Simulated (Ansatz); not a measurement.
Cost and result for the equilibrium volume of TiO

```yaml
crystal:
  lattice:
    - [4.98909, 0.00000, 0.00000]
    - [-2.49454, 4.32068, 0.00000]
    - [0.00000, 0.00000, 2.87331]
  atoms:
    - { symbol: Ti, position: [0.00000, 0.00000, 0.00000] }
    - { symbol: Ti, position: [0.33333, 0.66667, 0.50000] }
    - { symbol: Ti, position: [0.66667, 0.33333, 0.50000] }
    - { symbol: O, position: [0.00000, 0.39444, 0.00000] }
    - { symbol: O, position: [0.39444, 0.00000, 0.00000] }
    - { symbol: O, position: [0.60556, 0.60556, 0.00000] }
```

The cell comes from a database or a generator and needn't be the stable form of this composition.

```csv
rung,level,program and potentials,cutoff (eV),k mesh,smearing,core time,chip,equilibrium volume (Å³/atom),notes
GGA,PBEsol,"Ansatz, Ansatz PAW",420,6 × 6 × 9,fermi-dirac 0.05,51 s,Arm Neoverse V2,10.06,"potentials made for PBE, which Ansatz adapts in part"
GGA + dispersion,PBEsol+D3(BJ),"Ansatz, Ansatz PAW",420,6 × 6 × 9,fermi-dirac 0.05,57 s,Arm Neoverse V2,9.81,"potentials made for PBE, which Ansatz adapts in part"
GGA + dispersion,PBEsol+D4,"Ansatz, Ansatz PAW",420,6 × 6 × 9,fermi-dirac 0.05,57 s,Arm Neoverse V2,9.96,"potentials made for PBE, which Ansatz adapts in part"
GGA + dispersion,PBEsol+D3(BJ)+ATM,"Ansatz, Ansatz PAW",420,6 × 6 × 9,fermi-dirac 0.05,57 s,Arm Neoverse V2,9.87,"potentials made for PBE, which Ansatz adapts in part"
```

Times are single runs on shared hosts, so they are rough; meshes, cutoffs and the tasks' sizes weigh on the time. Task: relaxation of cell and atoms. All rows: no spin polarisation. Smearing widths are in eV. For a metal such meshes aren't converged. Meshes are those of the run's cell of 6 atoms unless a note names another. Relaxations start from the cell shown or near it and stop with a little pressure left. Runs on faulty files, with rough fits or with known faults for this quantity aren't shown. PBE isn't shown for this crystal. No row holds spin-orbit coupling.

By rung: GGA 10.06; GGA + dispersion 9.81 to 9.96 (Å³/atom).
